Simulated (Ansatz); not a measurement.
Rows from a G0W0 calculation on In3GaP4 (ordered model alloy, started on the GaP lattice) (Amm2) (Ansatz 0.2.0; G0W0 on LDA, plane waves, PAW; PAW set soft_1; 2×2×2 mesh, 1048 empty bands, screening to 115 eV, PAW set soft_1 files), in eV. Spin-orbit coupling is left out.

```tsv
row	k	band	start	Σx	Σc at the solution	Vxc
A	Γ	c2	8.306	-8.825	-4.107	-13.308
B	Γ	v3	7.101	-16.870	1.311	-15.311
C	Γ	c1	7.710	-10.066	-4.089	-14.585
D	Γ	c3	8.415	-7.913	-4.054	-12.244
E	Γ	v2	7.125	-17.067	1.360	-15.449
F	Γ	v1	7.181	-17.122	1.370	-15.492
```

**Question.** Work out each quasiparticle level and how far it moved.

The quasiparticle equation reads E = start + Σx + Σc(E) − Vxc.

```tsv
row	E (eV)	shift (eV)
A	8.681	+0.375
B	6.853	−0.248
C	8.141	+0.430
D	8.692	+0.277
E	6.867	−0.258
F	6.922	−0.259
```

The gap over the computed points goes from 0.53 eV to 1.22 eV.

Limits: not at the basis limit; mesh may overstate the screening; no spin-orbit coupling; coarse k mesh.

[Paths, hosts, dates, memory and timing lines, banners, echoed tables and standing remarks are left out of the program output.]

[Logs are printed without paths, hosts, clocks, repeated set-up lines and the standing remarks that a program may print on its own settings, such as how far it seeks lower states.]

[Runs of the session that timed out or met a known fault of the program may be left out.]

[Cells called generated may have been cut or substituted from an entry of the Crystallography Open Database or the Materials Project.]

[Hosts, paths, dates, database ids (printed as entryN), source tags and the programs' standing remarks are cut or masked in the printed files.]
